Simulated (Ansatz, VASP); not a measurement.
**MgO in VASP and in Ansatz**

```
Mg O
1.0
     3.02616    0.00000    0.00000
    -1.51308    2.62073    0.00000
     0.00000    0.00000    2.67968
Mg O
1 1
Cartesian
  0.0000 0.0000 0.0000
  0.0000 1.7472 1.3398
```

Change from the starting cell: strain +0.030 along x and y, +0.000 along z, atoms carried along.

Alike in both runs: task single point; functional PBE; k mesh 9 × 9 × 8; occupations gaussian, width 0.05 eV; no spin polarisation.

```csv
,VASP,Ansatz
version,VASP 6.6.1,Ansatz 0.2.0
potentials or method,"VASP PAW PBE potentials, release 64 (Mg, O)","scalar-relativistic, plane waves, PAW"
plane-wave cutoff (eV),520,420
valence electrons in the cell,8,16
```

VASP gave:

| Quantity | Value |
| --- | --- |
| gap on the k mesh at the Fermi level (eV) | 2.40 |
| least direct gap on the mesh (eV) | 2.74 |
| pressure (GPa) | -7.2 |
| largest component of the traceless stress (GPa) | 8.33 |

Q: What did Ansatz give for the same quantities?

A: gap on the k mesh at the Fermi level (eV): 2.42; least direct gap on the mesh (eV): 2.76; pressure (GPa): -6.6; largest component of the traceless stress (GPa): 8.36.

With one functional, cell and mesh, what is left measures potentials, basis and numerics. The two sets of potentials don't hold the same shells in valence.

Caveats: an odd mesh through Γ misses points on the zone boundary, where band edges often lie.
